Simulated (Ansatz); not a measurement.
**BaO: levels along high-symmetry lines**

```xyz
2
Lattice="0.0000 2.7904 2.7904 2.7904 0.0000 2.7904 2.7904 2.7904 0.0000" Properties=species:S:1:pos:R:3 pbc="T T T"
Ba    0.0000    0.0000    0.0000
O     2.7904    2.7904    2.7904
```

Atom numbers follow the list: Ba1, O2.

Structure from Materials Project entry mp-1342 (possibly hypothetical), not relaxed further.

All numbers below come from DFT, PBE, all-electron LAPW, Dirac equation with spin-orbit coupling (Ansatz 0.2.0).

Sampling and basis: a Γ-centred 8×8×8 k mesh, Fermi–Dirac smearing of 0.02 eV, basis error target 0.25 meV/atom, no spin polarisation.

Points in fractions of the reciprocal vectors of this cell: Γ (0, 0, 0), X (0.5, 0, 0.5), U (0.625, 0.25, 0.625), K (0.375, 0.375, 0.75), L (0.5, 0.5, 0.5), W (0.5, 0.25, 0.75). The path joins them by straight lines in the order Γ–X–U–K–Γ–L–W–X; legs that retrace an earlier one aren't tabulated. Energies are in eV from the top of the valence band.

(1) Is there a gap, and where are the band edges?

(2) List the levels between -5 and 4.5 eV at the symmetry points.

## Answers

(1) 2.07 eV, direct at X (0.5, 0, 0.5).

(2) 
Γ: -0.50 (×2), -0.40 (×4), 3.46 (×2)
X: -0.35 (×2), -0.15 (×2), 0.00 (×2), 2.07 (×2)
U: -0.95 (×2), -0.74 (×2), -0.17 (×2), 3.40 (×2)
K: -0.95 (×2), -0.74 (×2), -0.17 (×2), 3.40 (×2)
L: -1.93 (×2), -1.42 (×2), -1.41 (×2)
W: -1.31 (×2), -0.34 (×2), -0.15 (×2), 4.49 (×2)
